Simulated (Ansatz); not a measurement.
## CuO (Tenorite) in Ansatz: the effect of Hubbard term

CuO (Tenorite):

```
Cu O
1.0
     2.34185   -1.71130    0.00000
     2.34185    1.71130    0.00000
    -0.85003    0.00000    5.05787
Cu O
2 2
Direct
  0.50000 0.00000 0.50000
  0.00000 0.50000 0.00000
  0.41840 0.58160 0.75000
  0.58160 0.41840 0.25000
```

Alike in all runs:

```yaml
Program: Ansatz 0.2.0
Task: density of states
Functional: PBEsol
Potentials_or_basis: all-electron LAPW, scalar-relativistic
Cutoff: 406 eV (chosen from the basis error)
Basis_error_allowed: 0.002 eV/atom
k_mesh: 10 × 10 × 5
Occupations: fermi-dirac, width 0.05 eV
Spin: no spin polarisation
```

| Hubbard term | pressure (GPa) | largest force (eV/Å) |
| --- | --- | --- |
| none | -2.7 | 0.36 |
| Cu d U = 2 eV | -1.9 | 0.31 |
| Cu d U = 4 eV | -0.9 | 0.26 |
| Cu d U = 6 eV | 0.4 | 0.21 |
| Cu d U = 8 eV | ? | ? |

Question: What does the run with Hubbard term Cu d U = 8 eV give?

Answer: Pressure 1.8 GPa; largest force 0.16 eV/Å.

Worked out: A parabola through the other rows of the pressure, of slope 0.828 GPa per eV there, extrapolates to 1.9 GPa, against the run's 1.8. A straight line through the other rows of the largest force, of slope -0.025 eV/Å per eV, extrapolates to 0.16 eV/Å, against the run's 0.16.

Caveats: the run has no spin polarisation, though such a crystal can be magnetic; the density of states is complete only up to the lowest level of the last band computed; U is the effective U less J, on atomic orbitals that reach past the spheres (some runs); U without spin polarisation on a metal has little footing (some runs); semilocal functionals often make such compounds metallic where correlation or magnetic order opens a gap, which also shifts bond lengths (some runs).

Runs at the PBE level aren't shown here.
